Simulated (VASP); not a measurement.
# Nb₃Sn: molecular dynamics at constant energy

Nb₃Sn, Pm-3n (no. 223), 8 atoms in the cell. PBE, molecular dynamics; PAW potentials Sn, Nb_pv (PBE set).

Ensemble: NVE; Starting temperature (K): 600.

## Input

INCAR:
```
SYSTEM = Nb3Sn
  GGA = PE
  PREC = Normal
  ENCUT = 210
  EDIFF = 1E-6
  NELMIN = 4
  NELM = 60
  ALGO = Fast
  LREAL = Auto
  LASPH = .TRUE.
  ISMEAR = -1
  SIGMA = 0.05
  ISYM = 0
  LWAVE = .FALSE.
  LCHARG = .FALSE.
  IBRION = 0
  NSW = 60
  POTIM = 3.0
  TEBEG = 600
  ISIF = 2
  RANDOM_SEED = 38402 0 0
  MDALGO = 2
  SMASS = -3
  KPAR = 2
```

KPOINTS:
```
k-points
0
Monkhorst-Pack
  2 2 2
```

POSCAR:
```
Nb3Sn
1.0
    5.2821000000      0.0000000000      0.0000000000
    0.0000000000      5.2821000000      0.0000000000
    0.0000000000      0.0000000000      5.2821000000
Sn Nb
2 6
Direct
    0.5000000000      0.5000000000      0.5000000000
    0.0000000000      0.0000000000      0.0000000000
    0.0000000000      0.5000000000      0.2500000000
    0.0000000000      0.5000000000      0.7500000000
    0.5000000000      0.2500000000      0.0000000000
    0.7500000000      0.0000000000      0.5000000000
    0.5000000000      0.7500000000      0.0000000000
    0.2500000000      0.0000000000      0.5000000000
```

Commands:
```
cat potpaw_PBE.64/Sn/POTCAR potpaw_PBE.64/Nb_pv/POTCAR > POTCAR
mpirun -np 2 vasp_std > vasp.out
```

## Result

- Rise of the mean potential energy above the start (meV/atom): 32.5
- Mean temperature (K): 313
- Electronic steps per ionic step after the first: 6.3

Course of the run:

| Time (fs) | Temperature (K) | Potential energy less the first (meV/atom) |
|---|---|---|
| 3 | 600 | 0.0 |
| 18 | 464 | 15.4 |
| 30 | 257 | 38.9 |
| 45 | 103 | 56.3 |
| 57 | 139 | 52.2 |
| 72 | 280 | 36.3 |
| 84 | 340 | 29.5 |
| 99 | 301 | 33.9 |
| 111 | 257 | 38.9 |
| 126 | 286 | 35.6 |
| 138 | 366 | 26.5 |
| 153 | 432 | 19.0 |
| 165 | 387 | 24.1 |
| 180 | 231 | 41.8 |

The mean temperature lies below the starting 600 K, since the atoms start on their sites and part of their kinetic energy turns into potential energy.

REPORT:
```
MDALGO =   2
               SCALING =       0
                 CNEXP =     9.000   14.000
           RANDOM_SEED =             38402                0                0

   original number of atomic DOF:         21
   number of independent constraints:      0
   number of active DOF:                  21

========================================
         MD step No.       1
========================================

  Atomic velocities initialized by STEP_tb

  >Energies
                    E_tot             E_pot             E_kin               EPS                ES
   e_b>   -0.69700008E+02   -0.70242903E+02    0.54289502E+00    0.00000000E+00    0.00000000E+00

  >Temperature
               T_sim     T_inst
   tmprt>    600.000    600.000

  >Thermostat:
           s(n+1) sdot(n+1)      s(n)   sdot(n)        Qs
   s_b>   0.00000   0.00000   0.00000   0.00000  -3.00000

           RANDOM_SEED =             38402               48                0

[... steps left out ...]

========================================
         MD step No.      60
========================================

  >Energies
                    E_tot             E_pot             E_kin               EPS                ES
   e_b>   -0.69699180E+02   -0.69908237E+02    0.20905718E+00    0.00000000E+00    0.00000000E+00

  >Temperature
               T_sim     T_inst
   tmprt>    600.000    231.047

  >Thermostat:
           s(n+1) sdot(n+1)      s(n)   sdot(n)        Qs
   s_b>   0.00000   0.00000   0.00000   0.00000  -3.00000

           RANDOM_SEED =             38402               48                0
```

OSZICAR:
```
N       E                     dE             d eps       ncg     rms          rms(c)
DAV:   1     0.512596556681E+03    0.51260E+03   -0.23550E+04   408   0.925E+02
DAV:   2    -0.259813925241E+02   -0.53858E+03   -0.52778E+03   360   0.404E+02
DAV:   3    -0.712674389792E+02   -0.45286E+02   -0.43798E+02   480   0.930E+01
DAV:   4    -0.735766791653E+02   -0.23092E+01   -0.22213E+01   480   0.213E+01
DAV:   5    -0.736464363325E+02   -0.69757E-01   -0.69525E-01   496   0.344E+00    0.481E+01
RMM:   6    -0.707585394514E+02    0.28879E+01   -0.45114E+00   373   0.118E+01    0.202E+01
RMM:   7    -0.702675784790E+02    0.49096E+00   -0.52883E+00   384   0.100E+01    0.233E+00
RMM:   8    -0.702563849233E+02    0.11194E-01   -0.62088E-01   404   0.438E+00    0.455E+00
RMM:   9    -0.702923767423E+02   -0.35992E-01   -0.35296E-01   452   0.227E+00    0.417E+00
RMM:  10    -0.702384340344E+02    0.53943E-01   -0.24330E-01   387   0.260E+00    0.147E+00
RMM:  11    -0.702423459245E+02   -0.39119E-02   -0.49756E-02   393   0.855E-01    0.152E+00
RMM:  12    -0.702428597879E+02   -0.51386E-03   -0.83380E-03   428   0.339E-01    0.107E+00
[... left out ...]
[... last step whole ...]
       N       E                     dE             d eps       ncg     rms          rms(c)
DAV:   1    -0.699077670965E+02    0.30688E-01   -0.11473E-02   540   0.332E+00    0.168E-02
RMM:   2    -0.699081287841E+02   -0.36169E-03   -0.36558E-03   410   0.320E-01    0.116E-02
RMM:   3    -0.699082132298E+02   -0.84446E-04   -0.78052E-04   470   0.149E-01    0.594E-03
RMM:   4    -0.699082313257E+02   -0.18096E-04   -0.16852E-04   483   0.627E-02    0.701E-03
RMM:   5    -0.699082366695E+02   -0.53439E-05   -0.53438E-05   383   0.306E-02    0.534E-03
RMM:   6    -0.699082373831E+02   -0.71362E-06   -0.76741E-06   269   0.925E-03
     60 T=   231. E= -.69699180E+02 F= -.69908237E+02 E0= -.69838287E+02  EK= 0.20906E+00 SP= 0.00E+00 SK= 0.00E+00
```

Limits: 180 fs of 8 atoms are too short for converged averages; the cell is only 5.3 Å across, so each atom moves in step with near copies of itself.

VASP 6.6.1 took 255 s on 2 cores (Intel Xeon 6975P-C (Granite Rapids)), a shared host.
